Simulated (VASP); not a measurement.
# GaN (P6_3mc) in VASP: elastic constants with LDA

Aim: the elastic constants of GaN with LDA.

Program: VASP 6.6.1. These are calculated values, not measurements. Logs are shortened: lines on timing, memory, paths and dates and some standing lists are left out, and cuts for length are marked.

### Step 1. The structure

Symmetry: P6_3mc, No. 186, hexagonal system. The conventional cell has a = 3.157 Å, b = 3.157 Å, c = 5.147 Å, α = 90.00°, β = 90.00°, γ = 120.00°. Around Ga (site symmetry 3m) lie 4 N at 1.93 to 1.94 Å. Around N (site symmetry 3m) lie 4 Ga at 1.93 to 1.94 Å.

The cell was built by a generator and needn't be a form met in nature.

### Step 2. Elastic constants, LDA

The input, POSCAR:

```
GaN
1.0
    3.1566393531      0.0000000000     -0.0000000000
   -1.5783196765      2.7337298704      0.0000000000
    0.0000000000      0.0000000000      5.1468264157
  Ga              N
     2     2
Direct
     0.3333333332999970    0.6666666667000030    0.0002098076764166
     0.6666666667000030    0.3333333332999970    0.5002098076764168
     0.3333333332999970    0.6666666667000030    0.3765901923235862
     0.6666666667000030    0.3333333332999970    0.8765901923235861
```

The input, INCAR.step1:

```
ALGO = Fast ; EDIFF = 1E-8
EDIFFG = -0.002 ; ENCUT = 600
IBRION = 2 ; ISIF = 3
ISMEAR = -1 ; KPAR = 4
LASPH = T ; LCHARG = F
LREAL = F ; LWAVE = F
NELM = 60 ; NSW = 40
PREC = Accurate ; SIGMA = 0.05
```

The input, INCAR.step2:

```
ALGO = Fast ; EDIFF = 1E-8
ENCUT = 600 ; IBRION = 6
ISIF = 3 ; ISMEAR = -1
KPAR = 4 ; LASPH = T
LCHARG = F ; LREAL = F
LWAVE = F ; NELM = 60
NFREE = 2 ; NSW = 1
POTIM = 0.015 ; PREC = Accurate
SIGMA = 0.05
```

The input, KPOINTS:

```
k-points
0
Gamma
  10 10 6
```

Potentials or basis: VASP PAW LDA potentials, release 64 (Ga_d, N).

Run with:

```bash
> cat potpaw_LDA.64/Ga_d/POTCAR potpaw_LDA.64/N/POTCAR > POTCAR
> cp INCAR.step1 INCAR
> mpirun -np 4 vasp_std > vasp.out
> cp CONTCAR POSCAR
> cp INCAR.step2 INCAR
> mpirun -np 4 vasp_std > vasp.out
```

OUTCAR:

```text
EDIFF = 1E-8
   ENCUT = 600
   IBRION = 6
   ISIF = 3
   ISMEAR = -1
   LASPH = T
   LREAL = F
   NELM = 60
   NFREE = 2
   NSW = 1
   POTIM = 0.015
   PREC = Accurate

 ion  position               nearest neighbor table
   1  0.333  0.667  0.000-   4 1.93   4 1.93   4 1.93   3 1.94
   2  0.667  0.333  0.500-   3 1.93   3 1.93   3 1.93   4 1.94
   3  0.333  0.667  0.377-   2 1.93   2 1.93   2 1.93   1 1.94
   4  0.667  0.333  0.877-   1 1.93   1 1.93   1 1.93   2 1.94

  LATTYP: Found a hexagonal cell.
 ALAT       =     3.1570188712
 C/A-ratio  =     1.6303447879

  Lattice vectors:

 A1 = (   3.1570188712,   0.0000000000,   0.0000000000)
 A2 = (  -1.5785094356,   2.7340585427,   0.0000000000)
 A3 = (   0.0000000000,   0.0000000000,   5.1470292619)

Analysis of symmetry for initial positions (statically):
=====================================================================
 Subroutine PRICEL returns:
 Original cell was already a primitive cell.

 Routine SETGRP: Setting up the symmetry group for a
 hexagonal supercell.

 Subroutine GETGRP returns: Found 12 space group operations
 (whereof  6 operations were pure point group operations)
 out of a pool of 24 trial point group operations.

The static configuration has the point symmetry C_3v.
 The point group associated with its full space group is C_6v.

Analysis of symmetry for dynamics (positions and initial velocities):
=====================================================================
 Subroutine PRICEL returns:
 Original cell was already a primitive cell.

 Routine SETGRP: Setting up the symmetry group for a
 hexagonal supercell.

[... 373 lines left out ...]
      2      -9.7465      2.00000
      3      -8.2024      2.00000
      4      -8.1804      2.00000
      5      -8.1804      2.00000
      6      -8.1123      2.00000
[... 589 lines left out ...]
     21      12.4285      0.00000
     22      13.5813      0.00000

 [... further k-points ...]

------------------------ aborting loop because EDIFF is reached ----------------------------------------

  FORCE on cell =-STRESS in cart. coord.  units (eV):
  Direction    XX          YY          ZZ          XY          YZ          ZX
  --------------------------------------------------------------------------------------
  -------------------------------------------------------------------------------------
  Total       -0.0853126     -0.0853126      0.1682926     -0.0000000      0.0000000     -0.0000000
  in kB       -3.0766801     -3.0766801      6.0692350     -0.0000000      0.0000000     -0.0000000
  external PRESSURE =      -0.0280417 kB  Pullay stress =       0.0000000 kB
[... 19 lines left out ...]
  FREE ENERGIE OF THE ION-ELECTRON SYSTEM (eV)
  ---------------------------------------------------
  free  energy   TOTEN  =       -27.9092216538 eV

  energy  without entropy=      -27.9092216538  energy(sigma->0) =      -27.90922165

 INTERNAL STRAIN TENSORS FROM STRAINED CELLS
 ============================================

 INTERNAL STRAIN TENSOR FOR ION    1 for displacements in x,y,z  (eV/Angst):
          X           Y           Z          XY          YZ          ZX
  --------------------------------------------------------------------------------
  x    -0.00000     0.00000    -0.00000    -8.67536    -0.00000    -5.85769
  y    -8.69001     8.69893     0.00000    -0.00008    -5.85088     0.00001
  z    -5.71497    -5.71899    10.81751    -0.00039    -0.00796     0.00018

 INTERNAL STRAIN TENSORS FROM DISPLACED ATOMS
 ============================================

 INTERNAL STRAIN TENSOR FOR ION    1 for displacements in x,y,z  (eV/Angst):
          X           Y           Z          XY          YZ          ZX
  --------------------------------------------------------------------------------
  x    -0.00000     0.00000     0.00000    -8.66339    -0.00000    -5.86488
  y    -8.66339     8.66339     0.00000     0.00000    -5.86488    -0.00000
  z    -5.69472    -5.69472    10.74802    -0.00000     0.00000    -0.00000

 INTERNAL STRAIN TENSOR FOR ION    4 for displacements in x,y,z  (eV/Angst):
          X           Y           Z          XY          YZ          ZX
  --------------------------------------------------------------------------------
  x     0.00000    -0.00000     0.00000     9.99318     0.00000     5.86207
  y     9.99318    -9.99318     0.00000    -0.00000     5.86207     0.00000
  z     5.69052     5.69052   -10.75444     0.00000    -0.00000     0.00000

 Eigenvectors and eigenvalues of the dynamical matrix
 ----------------------------------------------------

   1 f  =   20.914775 THz   131.411409 2PiTHz  697.641811 cm-1    86.496522 meV
             X         Y         Z           dx          dy          dz
     -0.000000  1.822706  0.001074    -0.000000    0.000000    0.036718
      1.578509  0.911353  2.574589    -0.000000    0.000000   -0.036718
     -0.000000  1.822706  1.938327    -0.000000    0.000000   -0.706153
      1.578509  0.911353  4.511841     0.000000   -0.000000    0.706153
[... 71 lines left out ...]
  12 f/i=    0.002373 THz     0.014912 2PiTHz    0.079163 cm-1     0.009815 meV
             X         Y         Z           dx          dy          dz
     -0.000000  1.822706  0.001074    -0.000000   -0.000000    0.645322
      1.578509  0.911353  2.574589    -0.000000   -0.000000    0.645322
     -0.000000  1.822706  1.938327    -0.000000   -0.000000    0.289066
      1.578509  0.911353  4.511841    -0.000000   -0.000000    0.289066

--------------------------------------------------------------------------------------------------------

 ELASTIC MODULI CONTR FROM IONIC RELAXATION (kBar)
 Direction    XX          YY          ZZ          XY          YZ          ZX
 --------------------------------------------------------------------------------
 XX        -684.3483    309.7128    353.7730     -0.0000      0.0000      0.0000
 YY         309.7128   -684.3483    353.7730     -0.0000     -0.0000     -0.0000
 ZZ         353.7730    353.7730   -668.1446      0.0000     -0.0000      0.0000
 XY          -0.0000     -0.0000      0.0000   -497.0305      0.0000     -0.0000
 YZ          -0.0000      0.0000     -0.0000      0.0000   -183.5746     -0.0000
 ZX           0.0000     -0.0000      0.0000     -0.0000     -0.0000   -183.5746
 --------------------------------------------------------------------------------

 TOTAL ELASTIC MODULI (kBar)
 Direction    XX          YY          ZZ          XY          YZ          ZX
 --------------------------------------------------------------------------------
 XX        3652.3903   1382.5704    999.5509      0.0000      0.0000      0.0000
 YY        1382.5704   3652.3903    999.5509      0.0000     -0.0000     -0.0000
 ZZ         999.5509    999.5509   4078.5349      0.0000     -0.0000      0.0000
 XY           0.0000      0.0000      0.0000   1134.9100      0.0000     -0.0000
 YZ          -0.0000      0.0000     -0.0000      0.0000    955.5061      0.0000
 ZX           0.0000     -0.0000      0.0000     -0.0000      0.0000    955.5061
 --------------------------------------------------------------------------------
```

OUTCAR.step1:

```text
EDIFF = 1E-8
   EDIFFG = -0.002
   ENCUT = 600
   IBRION = 2
   ISIF = 3
   ISMEAR = -1
   LASPH = T
   LREAL = F
   NELM = 60
[... 903 lines left out ...]
  -------------------------------------------------------------------------------------
  Total       -0.0005451     -0.0005451     -0.0024163     -0.0000000      0.0000000      0.0000000
  in kB       -0.0196574     -0.0196574     -0.0871389     -0.0000000      0.0000000      0.0000000
  external PRESSURE =      -0.0421512 kB  Pullay stress =       0.0000000 kB
[... 19 lines left out ...]
  FREE ENERGIE OF THE ION-ELECTRON SYSTEM (eV)
  ---------------------------------------------------
  free  energy   TOTEN  =       -27.9113735783 eV

  energy  without entropy=      -27.9113735782  energy(sigma->0) =      -27.91137358

 reached required accuracy - stopping structural energy minimisation
```

Run time: 14 min. Hardware: 4 MPI ranks of Intel Xeon Platinum 8488C (Sapphire Rapids), shared host; peak memory 0.6 GiB.

Results:

```yaml
Voigt_bulk_modulus: 202 GPa
Highest_phonon_frequency_at_Γ_LO-TO_splitting_left_out: 698 cm⁻¹
```

Phonon frequencies in cm⁻¹ (negative: imaginary):
| q point | frequencies |
| --- | --- |
| (0.000, 0.000, 0.000) | 0 0 0 140 140 336 540 561 561 570 570 698 |

Elastic tensor in Voigt notation (GPa, in the Cartesian axes of the cell as first typed):
```
365 138 100   0   0   0
138 365 100   0   0   0
100 100 408   0   0   0
  0   0   0  96   0   0
  0   0   0   0  96   0
  0   0   0   0   0 113
```

Clamped-ion elastic tensor (GPa):
```
434 107  65   0   0   0
107 434  65   0   0   0
 65  65 475   0   0   0
  0   0   0 114   0   0
  0   0   0   0 114   0
  0   0   0   0   0 163
```
